**Question: Why do the volumes of CsPbCl₃ spread so widely, and is the PBEsol-D4 run wrong?**

I need a cell size for cubic CsPbCl₃ and collected the volumes from several levels of theory. I had thought that the rung of the functional would settle the volume and that the choice of program would add some scatter. Instead, the rows labelled GGA disagree badly among themselves.

Kohn-Sham DFT volumes of cubic CsPbCl₃ (five-atom cell, static lattice) from cell relaxation in Ansatz and an equation of state in FLEUR, without spin polarisation or spin-orbit coupling. All runs use a 5×5×5 k mesh and Fermi-Dirac smearing of 0.05 eV. The basis column gives the plane-wave cutoff for Ansatz and Kmax in bohr⁻¹ for FLEUR.

```tsv
method	rung	program	potentials	basis	equilibrium volume (Å³/atom)
LDA	LDA	Ansatz	Ansatz PAW	420 eV	33.54
LDA	LDA	FLEUR	all electron	4.07 Kmax	33.58
PBE	GGA	Ansatz	Ansatz PAW	420 eV	37.69
PBE-D3(BJ)	GGA	Ansatz	Ansatz PAW	420 eV	36.36
PBE-D4	GGA	Ansatz	Ansatz PAW	420 eV	36.53
PBEsol	GGA	Ansatz	Ansatz PAW	420 eV	35.41
PBEsol-D3(BJ)	GGA	Ansatz	Ansatz PAW	420 eV	34.22
PBEsol-D4	GGA	Ansatz	Ansatz PAW	420 eV	34.78
r2SCAN-D3(BJ)	meta-GGA	Ansatz	Ansatz PAW	500 eV	35.90
```

The dispersion corrections puzzle me too. D3(BJ) and D4 shrink the PBE cell by similar amounts, but with PBEsol, D4 does only about half of what D3(BJ) does. Did that relaxation go wrong, or is there a physical reason?

**Answer**

The volume is set by a balance of pushes. Every method has the same ions and the same strong electrostatic attraction between them, but each adds its own outward or inward push. A soft crystal turns a modest push into a visible change of size. Two pushes matter here: the way the functional treats an uneven electron density, which expands the cell, and the dispersion correction, which contracts it. The name of the rung fixes neither, which is why the GGA rows alone span 3.47 Å³/atom out of 4.15 for the whole table.

The program matters far less, at least for LDA, where two can be compared. The plane-wave and all-electron results differ by 0.04 Å³/atom. The plane-wave relaxation stopped with a small pressure still in the cell, and that pressure alone would make its volume too small by about 0.05. The disagreement is therefore about what an unfinished relaxation would leave, and it is no sign of a fault in the potentials.

**The outward push: density gradients**

LDA treats each point of the crystal as if it sat in a uniform electron gas. That describes poorly the thin, rapidly varying density between closed-shell ions such as Cs⁺ and Cl⁻. A GGA also looks at how fast the density changes, and its exchange energy becomes more favourable where the density varies strongly compared with its own size. Moving the ions apart creates more of such regions, so the gradient term rewards expansion. This is the standard explanation for why PBE gives larger cells than LDA, here by 12% in volume, or about 4% in the cell edge.

PBEsol has the same form as PBE but a weaker gradient term in exchange, chosen with solids in mind. Its coefficient is 0.12, against 0.22 in PBE and zero in LDA. If the volume simply followed this coefficient, PBEsol would lie 56% of the way from LDA to PBE; the calculation puts it at 45%. The estimate thus gives a PBEsol volume that is too large by about 0.5 Å³/atom. A miss of this kind is understandable, because the gradient term in correlation differs as well and the gradients between ions are not small.

**The inward push: dispersion**

Dispersion is the attraction between fluctuating dipoles on neighbouring ions. It grows as they approach, so adding it pulls the crystal together until the elastic resistance balances the pull. Let $V$ be the volume per atom, $V_0$ its value without the correction, $B$ the bulk modulus and $E_d$ the dispersion energy per atom. An attraction that falls off as the sixth power of distance varies as $1/V^2$, since all distances in this cubic cell scale together:

$$E(V)\approx E_0+\frac{B}{2V_0}(V-V_0)^2-\frac{C}{V^2}$$

Here $E_0$ is the energy at $V_0$, and $C$ is the strength of the attraction. Setting the slope to zero, with $|E_d|=C/V^2$ and $V$ close to $V_0$, gives

$$V_0-V\approx\frac{2|E_d|}{B}$$

The contraction is the dispersion energy divided by the stiffness, times a factor that tells how steeply the attraction varies with distance. The dispersion energy can be read almost directly from the calculations, as the drop in total energy when the correction is switched on. The elastic cost hidden in that drop is small, at most about 0.02 eV per cell.

Take PBEsol-D4 as a worked case. The total energy drops by 0.519 eV per five-atom cell, or 0.104 eV per atom. The all-electron LDA run gives a modulus of 29.5 GPa, which is 0.184 eV/Å³, and I borrow it for PBEsol. The formula then predicts $2\times0.104/0.184\approx1.13$ Å³/atom, while the computed contraction is 0.63.

The same formula, with the same borrowed modulus, overshoots in all four cases, by factors of 1.6 to 1.8. The borrowed modulus is unlikely to be the cause: the larger PBE and PBEsol cells are probably softer than the LDA one, and a smaller modulus would raise the estimate further. The likely main reason is damping. At short range the functional already describes much of the correlation between electrons, so both corrections are damped there: their energy levels off instead of growing without limit. A neighbour pair in that range, such as Pb and Cl at 2.8 Å, still lowers the energy, but that energy hardly changes with distance and so pulls only weakly. Dispersion energy and dispersion force are therefore not interchangeable, and the simple formula gives the scale of the effect rather than its value.

**Why D4 shrinks PBEsol less than D3(BJ) does**

The formula is more useful for comparing two corrections on the same functional. The stiffness is then the same and the effect of damping should be similar, so the contractions should stand in the ratio of the energy drops. For PBE, D4 lowers the energy by 91% of what D3(BJ) does; for PBEsol the figure is only 54%. Scaling the D3(BJ) contraction of PBEsol by that ratio gives 0.65 Å³/atom for D4, against the computed 0.63.

So the PBEsol-D4 relaxation did not go wrong. The pressure left in the cell at its end would shift the volume by only about 0.002 Å³/atom, far too little to matter here. The cell shrinks less because the added attraction is weaker. The match of the ratios is only a check of consistency, since the energy drop and the contraction come from the same added term. It does, however, move the question from the relaxation to the correction itself: why is D4 so much weaker with PBEsol than with PBE?

The first suspect is the main novelty of D4, which adjusts the polarisability of each atom to its charge. That matters in an ionic crystal, where Cs⁺ holds its electrons much more tightly than a neutral caesium atom. In standard D4, however, these charges come from a simple electrostatic model that sees only the geometry and not the functional. The adjustment is therefore nearly the same for PBE and PBEsol. If it were the whole story, D4 would weaken both alike, and PBEsol would contract by 1.04 Å³/atom instead of 0.63.

What does change with the functional is a small set of parameters. They fix how strongly the shorter-range part of the attraction counts and at what distance the damping sets in. They are adjusted separately for every pair of functional and correction, mostly on molecules, so that the sum of the two works well. At a given geometry, they are the only way in which the correction knows the functional. The geometry itself cannot be to blame, because the smaller PBEsol cell should, if anything, strengthen the attraction. The weak D4 attraction in PBEsol therefore most likely comes from these parameters. The outputs do not list the values used, though, so a wrong parameter set in the PBEsol-D4 run is not ruled out; comparing them with the published ones would test that. Which of them matters most is not settled by the volumes.

**Reading the r2SCAN row**

With the same type of correction, r2SCAN-D3(BJ) lies between the two GGAs: above PBEsol-D3(BJ) and 0.46 Å³/atom below PBE-D3(BJ). Its volume is the sum of both pushes, and one number cannot tell how large each of them is. r2SCAN is known to capture part of the medium-range attraction by itself, so it usually needs a weaker correction than PBE. The higher rung therefore does not mean a larger or a smaller cell; it means a different division of labour between functional and correction.

**What to use for a cell size**

Treat the functional and its dispersion correction as one method, and keep to that method when you compare compositions or strains. Switching the correction on halfway through a study moves the volume by 2 to 4%, which can hide a real effect of composition. Do not choose a method only because its volume comes closest to a measured one. These are static volumes of the ideal cubic structure, whereas the real crystal is cubic only when warm. Thermal vibration then expands the cell, while local tilting of the PbCl₆ octahedra tends to pull it in. A static cell that matches the warm crystal may therefore do so only because errors cancel.

The printed analysis below gives the contractions, the energy drops and both ways of predicting the D4 result.

Numerical output:

```
Spread of whole table, A^3/atom: 4.15
Spread within the GGA rung, A^3/atom: 3.47
PBE volume above Ansatz LDA, percent: 12.37
FLEUR minus Ansatz at LDA, A^3/atom: 0.04
Ansatz LDA volume deficit from residual pressure, A^3/atom: 0.04742
Largest such deficit in the other Ansatz rows with LDA modulus, A^3/atom: 0.02475
PBEsol position on the way from LDA to PBE, fraction: 0.4506
Same fraction from exchange gradient coefficients: 0.5612
PBEsol volume from that estimate less computed, A^3/atom: 0.4588
Contraction for PBE-D3, PBE-D4, PBEsol-D3, PBEsol-D4, A^3/atom: 1.33, 1.16, 1.19, 0.63
Energy lowering in the same order, eV/cell: 0.9543, 0.8709, 0.9546, 0.5188
Contraction per energy lowering in the same order, A^3/atom per eV/cell: 1.394, 1.332, 1.247, 1.214
Undamped r^-6 estimate over computed contraction, same order, ratio: 1.559, 1.632, 1.743, 1.79
Largest elastic cost hidden in the energy lowering, eV/cell: 0.02238
D4 over D3 energy lowering for PBE and then PBEsol, ratio: 0.9126, 0.5435
D4 over D3 contraction for PBE and then PBEsol, ratio: 0.8722, 0.5294
PBE-D4 contraction predicted from D3 by energy ratio, A^3/atom: 1.214
PBEsol-D4 contraction predicted from D3 by energy ratio, A^3/atom: 0.6467
PBEsol-D4 contraction if D4 weakened both functionals alike, A^3/atom: 1.038
r2SCAN-D3 minus PBEsol-D3 and minus PBE-D3, A^3/atom: 1.68, -0.46
```
